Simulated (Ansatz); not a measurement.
Space group I-43d (No. 220). a = 6.651 Å, b = 6.651 Å, c = 6.651 Å, α = 90.00°, β = 90.00°, γ = 90.00°
| atom | site | symmetry | x | y | z |
| --- | --- | --- | --- | --- | --- |
| Hf | 12a | -4.. | 0.3750 | 0.0000 | 0.2500 |
| N | 16c | .3. | 0.0697 | 0.0697 | 0.0697 |

Equation of state of this Hf3N4 structure (not necessarily the ground state), with shape and atoms relaxed at each volume where symmetry leaves them free. The calculation used DFT PBEsol, scalar-relativistic, plane waves, PAW (Ansatz 0.2.0).

Cutoff 420 eV; k points 6×6×6 on the computed 14-atom cell (Γ-centred); Gaussian smearing, width 0.02 eV; no spin polarisation.

| V (Å³/atom) | E − E(largest V) (meV/atom) | P (GPa) | gap on mesh (eV) |
| --- | --- | --- | --- |
| 9.247 | 96.28 | 45.54 | 1.12 |
| 9.562 | 21.36 | 31.00 | 1.14 |
| 9.877 | -27.27 | 18.73 | 1.13 |
| 10.192 | -53.69 | 8.45 | 1.09 |
| 10.508 | -61.77 | 0.01 | 1.02 |
| 10.823 | -54.89 | -6.73 | 0.96 |
| 11.138 | -36.49 | -11.65 | 0.95 |
| 11.558 | 0.00 | -15.71 | 1.08 |

Task: Fit a third-order Birch–Murnaghan equation to E(V).

Result: V0 = 10.51 Å³/atom, B0 = 241 GPa, B0' = 6.4.

Spin-orbit coupling is left out, which matters for the bands of heavy elements.

The gaps are read on the mesh, which can miss the band edges, so they can be too wide.

Cost: 8 runs of about 8.8 core-minutes in all, on Oxide Virtual Turin-like Processor (Zen 5) (shared hosts).